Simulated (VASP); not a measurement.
# TaSi2 (P6_422) in VASP: convergence with SIGMA

Aim: find how far SIGMA must go before the results for TaSi2 settle, at PBE. This setting moves, with any that are tied to it; all else stays.

Everything below comes from runs of VASP 6.6.1. Logs are shortened: lines on timing, memory, paths and dates and some standing lists are left out, and cuts for length are marked.

### 1 The structure

It takes space group P6_422 (No. 181, hexagonal). The conventional cell has a = 4.784 Å, b = 4.784 Å, c = 6.570 Å, α = 90.00°, β = 90.00°, γ = 120.00°. Ta (site symmetry 222) is surrounded by 10 Si at 2.61 to 2.83 Å. Si (site symmetry 2) is surrounded by 5 Si at 2.56 to 2.83 Å and 5 Ta at 2.61 to 2.83 Å.

### 2 With SIGMA 0.3 eV

File INCAR:

```
SYSTEM = TaSi2
ALGO     = Fast           ! electronic algorithm
EDIFF    = 1E-7           ! SCF threshold, eV
ENCUT    = 500            ! plane-wave cutoff, eV
GGA      = PE             ! functional
ISIF     = 2              ! what is computed and relaxed
ISMEAR   = 0              ! smearing method
LASPH    = .TRUE.         ! aspherical terms in the spheres
LCHARG   = .FALSE.        ! write CHGCAR
LREAL    = .FALSE.        ! projectors in reciprocal space
LWAVE    = .FALSE.        ! write WAVECAR
NBANDS   = 30             ! bands
NELM     = 80             ! most SCF steps
PREC     = Accurate       ! precision mode
SIGMA    = 0.3            ! smearing width, eV
```

File KPOINTS:

```
k-points
0
G
  7 7 4
  0 0 0
```

File POSCAR:

```
TaSi2
1.0
    4.7839000000      0.0000000000      0.0000000000
   -2.3919500000      4.1429789292      0.0000000000
    0.0000000000      0.0000000000      6.5700000000
Ta Si
3 6
Direct
    0.0000000000      0.5000000000      0.3333333333
    0.5000000000      0.5000000000      0.6666666667
    0.5000000000      0.0000000000      0.0000000000
    0.3179400000      0.1589700000      0.3333333333
    0.1589700000      0.8410300000      0.6666666667
    0.8410300000      0.6820600000      0.0000000000
    0.6820600000      0.8410300000      0.3333333333
    0.8410300000      0.1589700000      0.6666666667
    0.1589700000      0.3179400000      0.0000000000
```

Potentials or basis: VASP PAW PBE potentials, release 64 (Ta, Si).

On the command line:

```
$ cat potpaw_PBE.64/Ta/POTCAR potpaw_PBE.64/Si/POTCAR > POTCAR
$ mpirun -np 1 vasp_std > vasp.out
```

OUTCAR:

```text
SYSTEM = TaSi2
   EDIFF = 1E-7
   ENCUT = 500
   GGA = PE
   ISIF = 2
   ISMEAR = 0
   LASPH = .TRUE.
   LREAL = .FALSE.
   NELM = 80
   PREC = Accurate

 Found     24 irreducible k-points:

 Following reciprocal coordinates:
            Coordinates               Weight
  0.000000  0.000000  0.000000      1.000000
  0.142857  0.000000  0.000000      6.000000
  0.285714 -0.000000  0.000000      6.000000
  0.428571  0.000000  0.000000      6.000000
  0.142857  0.142857  0.000000      6.000000
  0.285714  0.142857  0.000000     12.000000
   k-points           NKPTS =     24   k-points in BZ     NKDIM =     24   number of bands    NBANDS=     30
   number of dos      NEDOS =    301   number of ions     NIONS =      9
   total plane-waves  NPLWV =  62208
   dimension x,y,z NGX =    36 NGY =   36 NGZ =   48
   dimension x,y,z NGXF=    72 NGYF=   72 NGZF=   96
   ions per type =               3   6
   NGX,Y,Z   is equivalent  to a cutoff of  12.51, 12.51, 12.15 a.u.
   NGXF,Y,Z  is equivalent  to a cutoff of  25.02, 25.02, 24.29 a.u.
 SYSTEM =  TaSi2
   PREC   = accura    normal or accurate (medium, high low for compatibility)
   ISTART =      0    job   : 0-new  1-cont  2-samecut
   ICHARG =      2    charge: 1-file 2-atom 10-const
   ISPIN  =      1    spin polarized calculation?
   LNONCOLLINEAR =      F non collinear calculations
   LSORBIT =      F    spin-orbit coupling
   LASPH  =      T    aspherical Exc in radial PAW
   ENCUT  =  500.0 eV  36.75 Ry    6.06 a.u.   8.72  8.72 11.98*2*pi/ulx,y,z
   NELM   =     80;   NELMIN=  2; NELMDL= -5     # of ELM steps
   EDIFF  = 0.1E-06   stopping-criterion for ELM
   LREAL  =      F    real-space projection
   EDIFFG = 0.1E-05   stopping-criterion for IOM
   NSW    =      0    number of steps for IOM
   IBRION =     -1    ionic relax: 0-MD 1-quasi-New 2-CG
   NFREE  =      0    steps in history (QN), initial steepest desc. (CG)
   ISIF   =      2    stress and relaxation
   ISYM   =      2    0-nonsym 1-usesym 2-fastsym
   POTIM  = 0.5000    time-step for ionic-motion
   TEBEG  =    0.0;   TEEND  =   0.0 temperature during run
   PSTRESS=    0.0 pullay stress
   NELECT =      39.0000    total number of electrons
   NUPDOWN=      -1.0000    fix difference up-down
   EMIN   =  10.00;   EMAX   =-10.00  energy-range for DOS
   EFERMI =   0.00;   METHOD = LEGACY
   ISMEAR =     0;   SIGMA  =   0.30  broadening in eV -4-tet -1-fermi 0-gaus
   EFERMI_NEDOS =   21; number of points for ismear=-14 and -15
   IALGO  =     68    algorithm
   IMIX   =      4    mixing-type and parameters
     AMIX     =   0.40;   BMIX     =  1.00
     AMIX_MAG =   1.60;   BMIX_MAG =  1.00
  volume/ion in A,a.u.               =      14.47        97.64
  Fermi-wavevector in a.u.,A,eV,Ry     =   1.095325  2.069864 16.323409  1.199737
  Thomas-Fermi vector in A             =   2.231646
   LORBIT       =      0    0 simple, 1 ext, 2 COOP (PROOUT), +10 PAW based schemes
   GGA     = PE    functional components
   LHFCALC =     F    Hartree Fock is set to
   AEXX    =    0.0000 exact exchange contribution
   IVDW    =     0    specifies the selected vdW correction
   LEPSILON=     F    determine dielectric tensor
   LRPA    =     F    only Hartree local field effects (RPA)
 non-spin polarized calculation
 RMM-DIIS sequential band-by-band and
 Gauss-broadening in eV      SIGMA  =   0.30
  energy-cutoff  :      500.00
  volume of cell :      130.21
 maximum number of plane-waves:      3372
 NGX is ok and might be reduce to    36
   NGX = 17   NGY = 17   NGZ = 23

 number of electron      39.0000000 magnetization

 Free energy of the ion-electron system (eV)
  ---------------------------------------------------
  ext. energy  EPLUGINS =         0.00000000
  ---------------------------------------------------
  free energy    TOTEN  =       -72.45640150 eV

  energy without entropy =      -72.32416467  energy(sigma->0) =      -72.39028308

 E-fermi :   9.4628     XC(G=0): -11.9873

 val. band max:        9.4245930697   @ k =   0.2857   0.2857   0.2500
 cond. band min:       9.4801002145   @ k =   0.4286   0.1429   0.2500
 fundamental gap:      0.0555071448
 Fermi energy:         9.4627581279

 k-point     1 :       0.0000    0.0000    0.0000
  band No.  band energies     occupation
      1      -3.9058      2.00000
      2      -0.6020      2.00000
      3      -0.6020      2.00000
      4       2.9325      2.00000
      5       3.5143      2.00000
      6       3.5143      2.00000
[... 22 lines left out ...]
     29      13.5084      0.00000
     30      13.5087      0.00000

 k-point     2 :       0.1429    0.0000    0.0000
  band No.  band energies     occupation
      1      -3.7123      2.00000
      2      -0.4820      2.00000
      3      -0.4453      2.00000
      4       1.8141      2.00000
      5       2.5877      2.00000
      6       3.3763      2.00000
[... 22 lines left out ...]
     29      13.3987      0.00000
     30      13.5560      0.00000

 k-point     3 :       0.2857   -0.0000    0.0000
  band No.  band energies     occupation
      1      -3.1537      2.00000
      2      -0.2648      2.00000
      3      -0.0121      2.00000
      4       0.5590      2.00000
      5       1.8132      2.00000
      6       3.0658      2.00000
[... 22 lines left out ...]
     29      13.6506      0.00000
     30      13.7305      0.00000

 k-point     4 :       0.4286    0.0000    0.0000
  band No.  band energies     occupation
      1      -2.3359      2.00000
      2      -0.9640      2.00000
      3       0.3968      2.00000
      4       0.5362      2.00000
      5       1.2922      2.00000
      6       2.6190      2.00000
[... 22 lines left out ...]
     29      13.6528      0.00000
     30      13.9010      0.00000

 k-point     5 :       0.1429    0.1429    0.0000
  band No.  band energies     occupation
      1      -3.3358      2.00000
      2      -0.2787      2.00000
      3      -0.1669      2.00000
      4       0.9527      2.00000
      5       1.7832      2.00000
      6       3.3459      2.00000
[... 22 lines left out ...]
     29      13.2024      0.00000
     30      13.9067      0.00000

 k-point     6 :       0.2857    0.1429    0.0000
  band No.  band energies     occupation
      1      -2.6360      2.00000
      2      -0.4063      2.00000
      3       0.0761      2.00000
      4       0.5393      2.00000
      5       1.2724      2.00000
      6       2.8308      2.00000
[... 22 lines left out ...]
     29      13.4805      0.00000
     30      13.6850      0.00000

 [... further k-points ...]
[... 5 lines left out ...]
  --------------------------------------------------------------------------------------
  -------------------------------------------------------------------------------------
  Total        1.6420185      1.6420185      2.8325594      0.0000000      0.0000000      0.0000000
  in kB       20.2035853     20.2035853     34.8521381      0.0000000      0.0000000      0.0000000
  external PRESSURE =      25.0864362 kB  Pullay stress =       0.0000000 kB

 VOLUME and BASIS-vectors are now :
 -----------------------------------------------------------------------------
  energy-cutoff  :      500.00
  volume of cell :      130.21
      direct lattice vectors                 reciprocal lattice vectors
     4.783900000  0.000000000  0.000000000     0.209034470  0.120686107  0.000000000
    -2.391950000  4.142978929  0.000000000     0.000000000  0.241372215  0.000000000
     0.000000000  0.000000000  6.570000000     0.000000000  0.000000000  0.152207002

 POSITION                                       TOTAL-FORCE (eV/Angst)
 -----------------------------------------------------------------------------------
     -1.19598      2.07149      2.19000        -0.000000     -0.000000     -0.000000
      1.19598      2.07149      4.38000        -0.000000      0.000000      0.000000
      2.39195      0.00000      0.00000        -0.000000      0.000000     -0.000000
      1.14074      0.65861      2.19000         0.038844      0.022426      0.000000
     -1.25121      3.48437      4.38000         0.038844     -0.022426      0.000000
      2.39195      2.82576      0.00000        -0.000000     -0.044853     -0.000000
      1.25121      3.48437      2.19000        -0.038844     -0.022426     -0.000000
      3.64316      0.65861      4.38000        -0.038844      0.022426     -0.000000
     -0.00000      1.31722      0.00000        -0.000000      0.044853     -0.000000
 -----------------------------------------------------------------------------------
    total drift:                                0.000000     -0.000000     -0.000000

  FREE ENERGIE OF THE ION-ELECTRON SYSTEM (eV)
  ---------------------------------------------------
  free  energy   TOTEN  =       -72.4564014961 eV

  energy  without entropy=      -72.3241646667  energy(sigma->0) =      -72.39028308
```

stdout:

```text
POSCAR found type information on POSCAR TaSi
 POSCAR found :  2 types and       9 ions
 scaLAPACK will be used
 LDA part: xc-table for (Slater+PW92), standard interpolation
 POSCAR, INCAR and KPOINTS ok, starting setup
 FFT: planning ... GRIDC
 FFT: planning ... GRID_SOFT
 FFT: planning ... GRID
 WAVECAR not read
 entering main loop
```

Run time: 83 s. Hardware: 1 thread of Intel Xeon Platinum 8488C (Sapphire Rapids), shared host; peak memory 0.27 GiB.

What came out:

* Free energy: -72.4564 eV
* Pressure: 2.5 GPa
* Largest force: 0.045 eV/Å
* Band gap on the k mesh: none (metal or under the smearing width)

### 3 With SIGMA 0.2 eV

INCAR: that of step 2 with these lines changed.

```diff
@@ -14,2 +14,2 @@
 PREC     = Accurate       ! precision mode
-SIGMA    = 0.3            ! smearing width, eV
+SIGMA    = 0.2            ! smearing width, eV
```

KPOINTS is that of step 2.

POSCAR is that of step 2.

Potentials or basis: VASP PAW PBE potentials, release 64 (Ta, Si).

On the command line:

```
$ cat potpaw_PBE.64/Ta/POTCAR potpaw_PBE.64/Si/POTCAR > POTCAR
$ mpirun -np 1 vasp_std > vasp.out
```

It took 1.7 min on 1 thread of Intel Xeon Platinum 8488C (Sapphire Rapids), shared host; peak memory 0.27 GiB.

Results:

```
Free energy            : -72.4184 eV
Pressure               : 2.5 GPa
Largest force          : 0.033 eV/Å
Band gap on the k mesh : none (metal or under the smearing width)
```

### 4 With SIGMA 0.15 eV

INCAR: that of step 3 with these lines changed.

```diff
@@ -14,2 +14,2 @@
 PREC     = Accurate       ! precision mode
-SIGMA    = 0.2            ! smearing width, eV
+SIGMA    = 0.15           ! smearing width, eV
```

KPOINTS is that of step 3.

POSCAR is that of step 3.

On the command line:

```
$ cat potpaw_PBE.64/Ta/POTCAR potpaw_PBE.64/Si/POTCAR > POTCAR
$ mpirun -np 1 vasp_std > vasp.out
```

Wall time 82 s (1 thread of Intel Xeon Platinum 8488C (Sapphire Rapids), shared host); peak memory 0.27 GiB.

What came out:

- Free energy: -72.4045 eV
- Pressure: 2.4 GPa
- Largest force: 0.028 eV/Å
- Band gap on the k mesh: none (metal or under the smearing width)

### 5 With SIGMA 0.1 eV

INCAR: that of step 4 with these lines changed.

```diff
@@ -14,2 +14,2 @@
 PREC     = Accurate       ! precision mode
-SIGMA    = 0.15           ! smearing width, eV
+SIGMA    = 0.1            ! smearing width, eV
```

KPOINTS is that of step 4.

POSCAR is that of step 4.

On the command line:

```
$ cat potpaw_PBE.64/Ta/POTCAR potpaw_PBE.64/Si/POTCAR > POTCAR
$ mpirun -np 1 vasp_std > vasp.out
```

It took 99 s on 1 thread of Intel Xeon Platinum 8488C (Sapphire Rapids), shared host; peak memory 0.27 GiB.

What came out:

```yaml
Free_energy: -72.3945 eV
Pressure: 2.4 GPa
Largest_force: 0.024 eV/Å
Band_gap_on_the_k_mesh: none (metal or under the smearing width)
```

### 6 With SIGMA 0.05 eV

INCAR: that of step 5 with these lines changed.

```diff
@@ -14,2 +14,2 @@
 PREC     = Accurate       ! precision mode
-SIGMA    = 0.1            ! smearing width, eV
+SIGMA    = 0.05           ! smearing width, eV
```

KPOINTS is that of step 5.

POSCAR is that of step 5.

Potentials or basis: VASP PAW PBE potentials, release 64 (Ta, Si).

On the command line:

```
$ cat potpaw_PBE.64/Ta/POTCAR potpaw_PBE.64/Si/POTCAR > POTCAR
$ mpirun -np 1 vasp_std > vasp.out
```

Run time: 85 s. Hardware: 1 thread of Intel Xeon Platinum 8488C (Sapphire Rapids), shared host; peak memory 0.27 GiB.

What came out:

- Free energy: -72.3883 eV
- Pressure: 2.4 GPa
- Largest force: 0.016 eV/Å
- Band gap on the k mesh: none (metal or under the smearing width)

### 7 With SIGMA 0.02 eV

INCAR: that of step 6 with these lines changed.

```diff
@@ -14,2 +14,2 @@
 PREC     = Accurate       ! precision mode
-SIGMA    = 0.05           ! smearing width, eV
+SIGMA    = 0.02           ! smearing width, eV
```

KPOINTS is that of step 6.

POSCAR is that of step 6.

On the command line:

```
$ cat potpaw_PBE.64/Ta/POTCAR potpaw_PBE.64/Si/POTCAR > POTCAR
$ mpirun -np 1 vasp_std > vasp.out
```

Run time: 96 s. Hardware: 1 thread of Intel Xeon Platinum 8488C (Sapphire Rapids), shared host; peak memory 0.27 GiB.

What came out:

```
Free energy            : -72.3862 eV
Pressure               : 2.4 GPa
Largest force          : 0.013 eV/Å
Band gap on the k mesh : none (metal or under the smearing width)
```

### 8 With SIGMA 0.01 eV

INCAR: that of step 7 with these lines changed.

```diff
@@ -14,2 +14,2 @@
 PREC     = Accurate       ! precision mode
-SIGMA    = 0.02           ! smearing width, eV
+SIGMA    = 0.01           ! smearing width, eV
```

KPOINTS is that of step 7.

POSCAR is that of step 7.

On the command line:

```
$ cat potpaw_PBE.64/Ta/POTCAR potpaw_PBE.64/Si/POTCAR > POTCAR
$ mpirun -np 1 vasp_std > vasp.out
```

It took 95 s on 1 thread of Intel Xeon Platinum 8488C (Sapphire Rapids), shared host; peak memory 0.27 GiB.

Results (log left out):

```yaml
Free_energy: -72.3857 eV
Pressure: 2.4 GPa
Largest_force: 0.011 eV/Å
Band_gap_on_the_k_mesh: none (metal or under the smearing width)
```

### 9 The series at a glance

| SIGMA | energy less the tightest run, at zero smearing (meV/atom) | pressure (GPa) | largest force (eV/Å) | SCF cycles | CPU time (s) | peak memory (GiB) |
| --- | --- | --- | --- | --- | --- | --- |
| 0.3 eV | -0.53 | 2.51 | 0.045 | 19 | 82 | 0.27 |
| 0.2 eV | -0.17 | 2.47 | 0.033 | 19 | 100 | 0.27 |
| 0.15 eV | -0.12 | 2.44 | 0.028 | 19 | 82 | 0.27 |
| 0.1 eV | -0.10 | 2.42 | 0.024 | 19 | 98 | 0.27 |
| 0.05 eV | -0.08 | 2.41 | 0.016 | 19 | 84 | 0.27 |
| 0.02 eV | -0.01 | 2.41 | 0.013 | 19 | 95 | 0.27 |
| 0.01 eV | 0.00 | 2.42 | 0.011 | 19 | 94 | 0.27 |

Against the tightest run, the energy stays within 1 meV/atom from 0.3 eV on; the pressure stays within 0.1 GPa from 0.3 eV on; the largest force stays within 0.005 eV/Å from 0.02 eV on. Narrower smearing needs a denser k mesh, so at a fixed mesh the narrowest width isn't the most accurate. The tightest run that finished is the yardstick and may itself not be fully converged.
